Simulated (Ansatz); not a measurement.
The cell is NaCl in the rocksalt structure; cell and atoms were relaxed with r2SCAN. The symmetry is Fm-3m (No. 225, cubic); conventional cell a = 5.605 Å, 22.02 Å³ an atom. Na is surrounded by 6 Cl at 2.80 Å; Cl is surrounded by 6 Na at 2.80 Å.

```cif
data_structure
_symmetry_space_group_name_H-M 'Fm-3m'
_symmetry_Int_Tables_number 225
_cell_length_a 5.6054
_cell_length_b 5.6054
_cell_length_c 5.6054
_cell_angle_alpha 90.000
_cell_angle_beta 90.000
_cell_angle_gamma 90.000
_cell_volume 176.12
loop_
_atom_site_label
_atom_site_type_symbol
_atom_site_symmetry_multiplicity
_atom_site_Wyckoff_symbol
_atom_site_fract_x
_atom_site_fract_y
_atom_site_fract_z
_atom_site_occupancy
Na1 Na 4 a 0.00000 0.00000 0.00000 1
Cl1 Cl 4 b 0.50000 0.00000 0.00000 1
```

3 runs of Ansatz 0.2.0 on this cell differ in the functional (and in the settings that go with it). Levels are in eV from each run's valence top; v1 is the last filled band, c1 the first empty one.

Run A, mean stress +1.3 GPa (compression positive):
```
point      v4     v3     v2     v1    c1     c2
    Γ  -12.70   0.00   0.00   0.00  5.18  11.05
    X  -12.30  -1.71  -0.61  -0.61  7.57   8.03
    U  -12.29  -1.45  -1.15  -0.51  8.25   9.06
```

Run B, mean stress +0.6 GPa (compression positive):
```
point      v4     v3     v2     v1     c1     c2
    Γ  -13.93   0.00   0.00   0.00   7.28  13.34
    X  -13.49  -1.86  -0.67  -0.67   9.80  10.11
    U  -13.48  -1.58  -1.24  -0.56  10.44  11.30
```

Run C, mean stress +0.7 GPa (compression positive):
```
point      v4     v3     v2     v1    c1     c2
    Γ  -13.89   0.00   0.00   0.00  6.56  12.57
    X  -13.45  -1.83  -0.66  -0.66  9.05   9.37
    U  -13.44  -1.55  -1.22  -0.55  9.69  10.54
```

**Question.** Match the runs to PBE, HSE06, PBE0.

**Answer.** A is PBE, B is PBE0, C is HSE06. In order of the gap: PBE 5.18, HSE06 6.56, PBE0 7.28 eV.

The values are computed, spin-unpolarised, and not measurements.

The program warns that its thresholds are loose for a hybrid's stress.

The meshes of the hybrids are coarse, so their gaps aren't converged to the digits shown.
